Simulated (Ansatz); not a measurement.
Equilibrium properties in the diamond structure, computed with PBE in Ansatz (plane waves, PAW datasets (generated hard set); cutoff 700 eV), no spin polarisation, no spin–orbit coupling, Fermi–Dirac smearing of 0.061 eV, k-spacing 0.11 to 0.12 Å⁻¹:

```json
{"crystal": "Co", "a₀ (Å)": "4.920", "V₀ (Å³/atom)": "14.89", "B₀ (GPa)": "132"}
{"crystal": "Cu", "a₀ (Å)": "5.353", "V₀ (Å³/atom)": "19.18", "B₀ (GPa)": "55"}
{"crystal": "Se", "a₀ (Å)": "6.333", "V₀ (Å³/atom)": "31.74", "B₀ (GPa)": "39"}
{"crystal": "Br", "a₀ (Å)": "7.010", "V₀ (Å³/atom)": "43.07", "B₀ (GPa)": "15.0"}
{"crystal": "Ru", "a₀ (Å)": "5.455", "V₀ (Å³/atom)": "20.29", "B₀ (GPa)": "163"}
{"crystal": "Rh", "a₀ (Å)": "5.514", "V₀ (Å³/atom)": "20.95", "B₀ (GPa)": "128"}
```

Give the same for Rb, Mn, Nb.


| crystal | a₀ (Å) | V₀ (Å³/atom) | B₀ (GPa) |
| --- | --- | --- | --- |
| Rb | 10.418 | 141.32 | 1.0 |
| Mn | 4.951 | 15.17 | 146 |
| Nb | 5.908 | 25.77 | 67 |

Model structures, not the usual forms at ambient conditions (metastable or hypothetical): Mn, Co, Cu, Se, Br, Rb, Nb, Ru, Rh. Spin polarisation is left out, and a magnetic state may lie lower for Mn, Co, Br.
